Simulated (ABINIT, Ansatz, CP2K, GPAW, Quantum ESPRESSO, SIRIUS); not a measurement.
**One calculation of Co, 7 ways**

```
Co
1.0
     2.47200    0.00000    0.00000
    -1.23600    2.14081    0.00000
     0.00000    0.00000    4.02114
Co
2
Direct
  0.66667 0.33333 0.75000
  0.33333 0.66667 0.25000
```

Alike in all runs: task single point; functional PBEsol; k mesh 12 × 12 × 7; occupations fermi-dirac, width 0.05 eV; collinear spin, ferromagnetic start; no spin-orbit coupling. Pressure is positive in compression and, in plane waves, holds the error of the finite cutoff, which Ansatz's Pulay term estimates and takes out.

```json
{"program and potentials": "Ansatz, Ansatz PAW", "plane-wave cutoff (eV)": "420", "notes": "potentials made for PBE, which Ansatz adapts in part; 17 valence electrons an atom on average; Pulay term of +0.21 GPa included", "pressure (GPa)": "-5.76", "net moment per atom (μB)": "1.60"}
{"program and potentials": "GPAW, PAW data sets generated for this functional", "plane-wave cutoff (eV)": "600", "notes": "9 valence electrons an atom on average", "pressure (GPa)": "-5.33", "net moment per atom (μB)": "1.60"}
{"program and potentials": "Ansatz, all-electron LAPW, scalar-relativistic", "plane-wave cutoff (eV)": "-", "notes": "-", "pressure (GPa)": "-5.84", "net moment per atom (μB)": "1.60"}
{"program and potentials": "CP2K, POTENTIAL_UZH Co GTH-PBE-q17; TZVP-MOLOPT-PBE-GTH basis", "plane-wave cutoff (eV)": "-", "notes": "atomic basis; potentials made for PBE; 17 valence electrons an atom on average", "pressure (GPa)": "-3.98", "net moment per atom (μB)": "1.66"}
{"program and potentials": "ABINIT, JTH PAW PBE v2.0", "plane-wave cutoff (eV)": "707", "notes": "potentials made for PBE; 17 valence electrons an atom on average", "pressure (GPa)": "-4.79", "net moment per atom (μB)": "1.60"}
{"program and potentials": "Quantum ESPRESSO, GBRV 1.5 PBEsol", "plane-wave cutoff (eV)": "762", "notes": "17 valence electrons an atom on average", "pressure (GPa)": "-5.39", "net moment per atom (μB)": "1.65"}
{"program and potentials": "SIRIUS, all-electron FP-LAPW, apw+lo standard", "plane-wave cutoff (eV)": "-", "notes": "-", "pressure (GPa)": "-", "net moment per atom (μB)": "1.59"}
```

The pressure spans -5.84 (Ansatz, all-electron LAPW, scalar-relativistic) to -3.98 GPa (CP2K, POTENTIAL_UZH Co GTH-PBE-q17; TZVP-MOLOPT-PBE-GTH basis), with all-electron results at -5.84. The net moment per atom spans 1.59 (SIRIUS, all-electron FP-LAPW, apw+lo standard) to 1.66 μB (CP2K, POTENTIAL_UZH Co GTH-PBE-q17; TZVP-MOLOPT-PBE-GTH basis), with all-electron results at 1.59 to 1.60. The state is the one that the start led to, which needn't be the lowest. Rows in atomic bases carry the error of their basis and grid, which can be large.

The functional is the same throughout but for its coding, so the spread measures potentials, basis and numerics; runs on potential files found faulty are left out.
